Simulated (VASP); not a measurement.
# MoS₂, electric field gradients: which settings are enough?

MoS₂, R-3m (no. 166), 3 atoms in the cell. PBEsol, electric field gradients; PAW potentials Mo_sv_GW, S_GW (PBE set). VASP 6.6.1.

Wanted: Vzz within 1 %; asymmetry within 0.03.

POSCAR:
```
MoS2
1.0
    1.5855000000      0.9153888518      6.1149966667
   -1.5855000000      0.9153888518      6.1149966667
    0.0000000000     -1.8307777036      6.1149966667
Mo S
1 2
Direct
    0.0000000000      0.0000000000      0.0000000000
    0.2500000000      0.2500000000      0.2500000000
    0.7500000000      0.7500000000      0.7500000000
```

The series start from ENCUT (eV): 500; k mesh: 9 × 9 × 9; EDIFF (eV): 1e-7; PREC: Accurate; LREAL: no; ALGO: Normal. Each series keeps the choices made before it, and each single choice may use up half of a tolerance.

## ENCUT (eV)

| ENCUT (eV) | Vzz, largest deviation against the largest value | Asymmetry, largest deviation | SCF iterations | Time (s) |
|---|---|---|---|---|
| 350 | 0.43 % | 0.000 | 15 | 33 |
| 400 | 0.15 % | 0.000 | 15 | 43 |
| 500 | 0.077 % | 0.000 | 15 | 63 |
| 600 | 0.017 % | 0.000 | 15 | 105 |
| 650 | 0.026 % | 0.000 | 15 | 124 |
| 800 (reference) | 0 % | 0.000 | 15 | 135 |

Chosen: 350, the loosest value from which every tighter one stays within half of the tolerance.

## k mesh

| k mesh | Vzz, largest deviation against the largest value | Asymmetry, largest deviation | SCF iterations | Time (s) |
|---|---|---|---|---|
| 3 × 3 × 3 | 31 % | 0.000 | 15 | 7.5 |
| 4 × 4 × 4 | 20 % | 0.000 | 15 | 9.8 |
| 5 × 5 × 5 | 3.3 % | 0.000 | 16 | 12 |
| 6 × 6 × 6 | 3.4 % | 0.000 | 15 | 18 |
| 8 × 8 × 8 | 3 % | 0.000 | 15 | 33 |
| 9 × 9 × 9 | 2.8 % | 0.000 | 15 | 33 |
| 12 × 12 × 12 | 1.6 % | 0.000 | 15 | 82 |
| 14 × 14 × 14 (reference) | 0 % | 0.000 | 15 | 90 |

Chosen: 14 × 14 × 14; the next looser run is off by more than half of the tolerance, so convergence isn't shown beyond this value.

## EDIFF (eV)

| EDIFF (eV) | Vzz, largest deviation against the largest value | Asymmetry, largest deviation | SCF iterations | Time (s) |
|---|---|---|---|---|
| 0.0001 | 0.051 % | 0.000 | 12 | 82 |
| 1e-5 | 0.0028 % | 0.000 | 13 | 83 |
| 1e-6 | 0.013 % | 0.000 | 14 | 86 |
| 1e-7 | 0.00094 % | 0.000 | 15 | 90 |
| 1e-8 (reference) | 0 % | 0.000 | 17 | 108 |

Chosen: 0.0001.

## PREC

| PREC | Vzz, largest deviation against the largest value | Asymmetry, largest deviation | SCF iterations | Time (s) |
|---|---|---|---|---|
| Accurate | 0 % | 0.000 | 12 | 82 |
| Normal | 0.44 % | 0.000 | 12 | 45 |

Chosen: Normal, the fastest of those that stay within half of the tolerance.

## LREAL

| LREAL | Vzz, largest deviation against the largest value | Asymmetry, largest deviation | SCF iterations | Time (s) |
|---|---|---|---|---|
| no | 0 % | 0.000 | 12 | 45 |
| Auto | 0.0028 % | 0.000 | 12 | 160 |

Chosen: no; no other choice that stays within half of the tolerance saves 30 % of the time.

## ALGO

| ALGO | Vzz, largest deviation against the largest value | Asymmetry, largest deviation | SCF iterations | Time (s) |
|---|---|---|---|---|
| Normal | 0 % | 0.000 | 12 | 45 |
| Fast | 0.28 % | 0.000 | 14 | 56 |
| All | 0.28 % | 0.000 | 19 | 60 |

Chosen: Normal.

## All choices together

| Input | Vzz, largest deviation against the largest value | Asymmetry, largest deviation | Time (s) |
|---|---|---|---|
| defaults, on a 8 × 8 × 8 mesh (naive) | 2.1 % | 0.000 | 13 |
| chosen settings | 0.87 % | 0.000 | 45 |
| reference settings throughout | 0 % | 0.000 | 623 |

The chosen settings stay within the tolerance of the reference run, but the reference itself isn't shown to be converged in: k mesh.

Values of the reference run: Vzz: -106.5, -50.62, -50.62 V/A^2; Asymmetry: 0, 0, 0 asymmetry, 0 where Vzz is under 0.3 V/A^2.

## The input

INCAR:
```
ALGO     = Normal         # electronic algorithm
EDIFF    = 1E-4           # SCF threshold, eV
ENCUT    = 350            # plane-wave cutoff, eV
GGA      = PS             # functional
ISMEAR   = 0              # smearing method
KPAR     = 2            
LASPH    = True           # aspherical terms in the spheres
LCHARG   = False          # write CHGCAR
LEFG     = True         
LREAL    = False          # projectors in reciprocal space
LWAVE    = False          # write WAVECAR
NELM     = 120            # most SCF steps
PREC     = Normal         # precision mode
QUAD_EFG = -22 -67.8    
SIGMA    = 0.02           # smearing width, eV
```

KPOINTS:
```
Automatic mesh
0
Gamma
  14 14 14
  0 0 0
```

Commands:
```
cat potpaw_PBE.64/Mo_sv_GW/POTCAR potpaw_PBE.64/S_GW/POTCAR > POTCAR
mpirun -np 2 vasp_std > vasp.out
```

The chosen input took VASP 6.6.1 45 s on 2 cores (Intel Xeon 6975P-C (Granite Rapids)), a shared host.
